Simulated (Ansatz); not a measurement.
MoTe₂ (started from an entry of an open crystallographic database), relaxed with r2SCAN+rVV10 in the plane-wave code Ansatz. The symmetry is P6_3/mmc (No. 194, hexagonal); a = 3.542 Å, c = 14.177 Å in the conventional setting, 25.67 Å³ an atom. Te is surrounded by 3 Mo at 2.72 Å; Mo is surrounded by 6 Te at 2.72 Å.

The axes x, y and z are those of this cell:
```
CELL_PARAMETERS angstrom
3.54213 0.00000 0.00000
-1.77106 3.06757 0.00000
0.00000 0.00000 14.17664
ATOMIC_POSITIONS crystal
Te 0.33333 0.66667 0.62341
Te 0.66667 0.33333 0.12341
Te 0.33333 0.66667 0.87659
Te 0.66667 0.33333 0.37659
Mo 0.33333 0.66667 0.25000
Mo 0.66667 0.33333 0.75000
```

Unstrained: PBE gives an indirect gap of 0.772 eV, from Γ to Γ–K (0.59 of the way from Γ); the least direct gap is 1.003 eV at K. r2SCAN gives an indirect gap of 0.884 eV, from Γ to Γ–K (0.59 of the way from Γ); the least direct gap is 1.084 eV at K. The HSE06 gap is indirect, 1.186 eV (Γ to Γ–K (0.59 of the way from Γ)), below the direct gap of 1.409 eV at K. Meshes: PBE 12×12×2, r2SCAN 12×12×2, HSE06 6×6×2. Strains are changes of length per length. After each strain the atoms were relaxed again with r2SCAN+rVV10 within the symmetry that the strain leaves, so tilts or polar shifts that break it weren't tested; points keep the names that they have in the unstrained zone. The values are computed, spin-unpolarised, and not measurements.

Q: Estimate what uniaxial -5.29 % along z, other directions held does to the gap.

A: PBE: the gap goes from 0.772 to 0.433 eV (-0.339 eV); the edges go from Γ → Γ–K (0.59) to Γ–K (0.14) → Γ–K (0.59). r2SCAN: the gap goes from 0.884 to 0.572 eV (-0.312 eV). HSE06: the gap goes from 1.186 to 0.835 eV (-0.351 eV).

Q: Estimate what uniaxial -3.98 % along y, other directions held does to the gap.

A: PBE: the gap goes from 0.772 to 0.706 eV (-0.066 eV); the edges go from Γ → Γ–K (0.59) to M → (0.193, 0.201, 0). r2SCAN: the gap goes from 0.884 to 0.822 eV (-0.062 eV); the edges go from Γ → Γ–K (0.59) to K → (0.193, 0.201, 0). HSE06: the gap goes from 1.186 to 1.102 eV (-0.084 eV); the edges go from Γ → Γ–K (0.59) to K → (0.193, 0.201, 0).

Q: Estimate what isotropic +3.89 % on every length does to the gap.

A: PBE: the gap goes from 0.772 to 0.500 eV (-0.272 eV); the edges go from Γ → Γ–K (0.59) to Γ → K. r2SCAN: the gap goes from 0.884 to 0.571 eV (-0.313 eV); the edges go from Γ → Γ–K (0.59) to Γ → K. HSE06: the gap goes from 1.186 to 0.876 eV (-0.310 eV); the edges go from Γ → Γ–K (0.59) to Γ → K.

No spin-orbit coupling is included; it can move band edges with weight on the heavy atoms by tenths of an eV.

Where an edge lies off the special points, it is a point of the mesh or the k point where a search put PBE's edge or least direct gap, reused for the other functionals, whose own edges may lie a little apart.

Coordinates of k points refer to the reciprocal vectors of the primitive cell of the runs.

The meshes of the hybrids are coarse, so their gaps aren't converged to the digits shown.
